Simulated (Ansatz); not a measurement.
**TaSi2: changing the Hubbard U on Ta d**

```
CELL_PARAMETERS angstrom
4.78000 0.00000 0.00000
-2.39000 4.13960 0.00000
0.00000 0.00000 6.56400
ATOMIC_POSITIONS crystal
Ta 0.00000 0.50000 0.16667
Ta 0.50000 0.50000 0.83333
Ta 0.50000 0.00000 0.50000
Si 0.33330 0.16665 0.16667
Si 0.16665 0.83335 0.83333
Si 0.83335 0.66670 0.50000
Si 0.66670 0.83335 0.16667
Si 0.83335 0.16665 0.83333
Si 0.16665 0.33330 0.50000
```

Kept alike: task single point; functional r2SCAN; k mesh 5 × 5 × 3; occupations fermi-dirac, width 0.05 eV; no spin polarisation. Program: Ansatz, Ansatz PAW, cutoff 500 eV. The mesh is that of the run's cell of 9 atoms. No spin-orbit coupling.

```tsv
Hubbard U on Ta d, U (eV)	pressure (GPa)
0	0.22
2	?
3	1.18
4	1.55
5	1.95
6	2.40
8	3.65
```

Pressure is positive in compression, with a Pulay correction for the finite cutoff. U acts here on a shell without spin polarisation. For a metal such a mesh leaves the last digits unconverged. How U acts hangs on the program's projectors. All rows use potentials made for PBE. U is the effective U - J on orthogonalised atomic projectors. Double counting: fully localised limit (the default).

**Question.** Fit the rows shown and predict the run at 2 eV.

**Answer.** A least-squares cubic through the rows shown is pressure = 0.003524 U³ - 0.01774 U² + 0.345 U + 0.219 (largest miss 0.012); at U = 2 it gives 0.87 GPa. The run gave: pressure 0.84 GPa.
